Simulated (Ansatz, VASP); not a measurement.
**CdTe: VASP beside Ansatz**

Contents of INCAR:

```
SYSTEM = CdTe
PREC     = Accurate       ! precision mode
ENCUT    = 520            ! plane-wave cutoff, eV
EDIFF    = 1E-6           ! SCF threshold, eV
ISMEAR   = 0              ! smearing method
SIGMA    = 0.05           ! smearing width, eV
LREAL    = .FALSE.        ! projectors in reciprocal space
LASPH    = .TRUE.         ! aspherical terms in the spheres
NELM     = 60             ! most SCF steps
ALGO     = Normal         ! electronic algorithm
ISIF     = 2              ! what is computed and relaxed
LWAVE    = .FALSE.        ! write WAVECAR
LCHARG   = .FALSE.        ! write CHGCAR
GGA      = RE             ! functional
NBANDS   = 16             ! bands
```

File KPOINTS:

```
Automatic mesh
0
G
  6 6 6
  0 0 0
```

The input POSCAR:

```
CdTe
1.0
    0.0000000000      3.2049986979      3.2049986979
    3.2049986979      0.0000000000      3.2049986979
    3.2049986979      3.2049986979      0.0000000000
Cd Te
1 1
Direct
    0.5000000000      0.5000000000      0.5000000000
    0.0000000000      0.0000000000      0.0000000000
```

Input for Ansatz:

```yaml
crystal:
  lattice:
    - [0.0, 3.2049986979, 3.2049986979]
    - [3.2049986979, 0.0, 3.2049986979]
    - [3.2049986979, 3.2049986979, 0.0]
  atoms:
    - { symbol: Cd, position: [0.5, 0.5, 0.5] }
    - { symbol: Te, position: [0.0, 0.0, 0.0] }
basis:
  ecutwfc: 420
  ecutrho_ratio: 4
kpoints:
  mp_grid: { grid: [6, 6, 6] }
hamiltonian:
  xc: revpbe
scf:
  occupations: { method: gaussian, width: 0.05 }
output:
  forces: true
  stress: true
  eigenvalues: true
```

Alike in both runs: task single point; functional revPBE; k mesh 6 × 6 × 6; occupations gaussian, width 0.05 eV; no spin polarisation.

|  | VASP | Ansatz |
| --- | --- | --- |
| version | VASP 6.6.1 | Ansatz 0.2.0 |
| potentials or method | VASP PAW PBE potentials, release 64 (Cd, Te) | scalar-relativistic, plane waves, PAW |
| plane-wave cutoff (eV) | 520 | 420 |
| valence electrons in the cell | 18 | 36 |

|  | VASP | Ansatz | Ansatz less VASP |
| --- | --- | --- | --- |
| gap on the k mesh at the Fermi level (eV) | none | none | - |
| pressure (GPa) | -3.2 | -3.3 | -0.09 |

A gap of «none» marks a metal or a gap that the smearing closes. The two sets of potentials don't hold the same shells in valence.

Caveats: the PAW data sets were made with another functional, which shifts forces and pressure a little (VASP). The runs have no spin-orbit coupling, so splittings on Te are missing.
